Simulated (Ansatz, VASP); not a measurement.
## ZnS in VASP and in Ansatz

The input INCAR:

```
SYSTEM = ZnS
PREC = Accurate
ENCUT = 520
EDIFF = 1E-6
ISMEAR = -1
SIGMA = 0.02
LREAL = .FALSE.
LASPH = .TRUE.
NELM = 80
ALGO = Normal
ISIF = 2
LWAVE = .FALSE.
LCHARG = .FALSE.
NBANDS = 16
```

The input KPOINTS:

```
Automatic mesh
0
G
  6 6 6
  0 0 0
```

The input POSCAR:

```
ZnS
1.0
    3.1792338440      0.0000000000      0.0000000000
    0.0000000000      3.1792338440      0.0000000000
    0.0000000000      0.0000000000      3.1792338440
Zn S
1 1
Direct
    0.0000000000      0.0000000000      0.0000000000
    0.5000000000      0.5000000000      0.5000000000
```

Input for Ansatz:

```yaml
crystal:
  lattice:
    - [3.179233844, 0.0, 0.0]
    - [0.0, 3.179233844, 0.0]
    - [0.0, 0.0, 3.179233844]
  atoms:
    - { symbol: Zn, position: [0.0, 0.0, 0.0] }
    - { symbol: S, position: [0.5, 0.5, 0.5] }
kpoints:
  mp_grid: { grid: [6, 6, 6] }
hamiltonian:
  xc: lda
scf:
  occupations: { method: fermi_dirac, width: 0.02 }
  n_extra_bands: 4
output:
  forces: true
  stress: true
  eigenvalues: true
```

Alike in both runs: task single point; functional LDA; k mesh 6 × 6 × 6; occupations fermi-dirac, width 0.02 eV; no spin polarisation.

|  | VASP | Ansatz |
| --- | --- | --- |
| version | VASP 6.6.1 | Ansatz 0.2.0 |
| potentials or method | VASP PAW LDA potentials, release 64 (Zn, S) | plane waves |
| plane-wave cutoff (eV) | 520 | 420 |
| valence electrons in the cell | 18 | 18 |

Ansatz gave:

| Quantity | Value |
| --- | --- |
| pressure (GPa) | -6.7 |

What did VASP give for the same quantities?

Pressure (GPa): -6.5.
